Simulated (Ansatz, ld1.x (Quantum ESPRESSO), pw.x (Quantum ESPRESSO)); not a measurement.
## Which Sr potential is closest to all-electron in the bcc crystal?

All use PBE, scalar-relativistic, no spin, cutoffs from each file’s atomic test, pw.x 7.5; 10³ k-points, Fermi–Dirac smearing 0.01 Ry. Δ is the rms difference from all-electron LAPW of the E(V) curves that follow from fits to the pressures, over ±6 % in volume. Mesh and smearing are coarse and serve the comparison alone. The files are a selection: those with a ghost or negative overlap were mostly not run, and those with noisy or unconverged pressures or nearly equal Δ are left out.

All-electron: a0 = 4.780 Å (V0 = 54.61 Å³/atom), B0 = 11.4 GPa.

Rank them by Δ, smallest first.
A. PAW, ld1.x (Quantum ESPRESSO) 7.5, PBE; core [Ar] 3d10, reference 4s2 4p6 4d0 5s2 5p0; waves: 4s (bound): rcut 2.05, rcutus 2.75 bohr; 5s (bound): rcut 2.05, rcutus 2.75 bohr; 4p (bound): rcut 2.50, rcutus 3.40 bohr; 5p (bound, empty): rcut 2.50, rcutus 3.40 bohr; 4d (bound, empty): rcut 3.00, rcutus 3.75 bohr; 4d channel at 0.2 Ry: rcut 3.00, rcutus 3.75 bohr; local part: all-electron potential smoothed inside 3.10 bohr (lloc = -1); core correction: Bessel-smoothed model core inside 1.80 bohr; augmentation: PSQ, inside the norm-conserving radii.
B. ultrasoft, ld1.x (Quantum ESPRESSO) 7.5, PBE; core [Ar] 3d10, reference 4s2 4p6 4d0 5s2 5p0; waves: 4s (bound): rcut 1.75, rcutus 1.95 bohr; 5s (bound): rcut 1.75, rcutus 1.95 bohr; 4p (bound): rcut 2.30, rcutus 2.45 bohr; 5p (bound, empty): rcut 2.30, rcutus 2.45 bohr; 4d (bound, empty): rcut 2.30, rcutus 3.10 bohr; 4d channel at 0.75 Ry: rcut 2.30, rcutus 3.10 bohr; local part: all-electron potential smoothed inside 2.20 bohr (lloc = -2); core correction: none; augmentation: PSQ, inside the norm-conserving radii.
C. PAW, ld1.x (Quantum ESPRESSO) 7.5, PBE; core [Ar] 3d10, reference 4s2 4p6 4d0 5s2 5p0; waves: 4s (bound): rcut 2.20, rcutus 2.50 bohr; 5s (bound): rcut 2.20, rcutus 2.50 bohr; 4p (bound): rcut 2.20, rcutus 3.05 bohr; 5p (bound, empty): rcut 2.20, rcutus 3.05 bohr; 4d (bound, empty): rcut 3.20, rcutus 3.85 bohr; 4d channel at 2 Ry: rcut 3.20, rcutus 3.85 bohr; local part: all-electron potential smoothed inside 3.15 bohr (lloc = -1); core correction: a·sin(br)/r model core inside 1.80 bohr; augmentation: BESSEL, radius 1.65 bohr.

B (0.2 meV/atom), C (0.6 meV/atom), A (1.8 meV/atom).
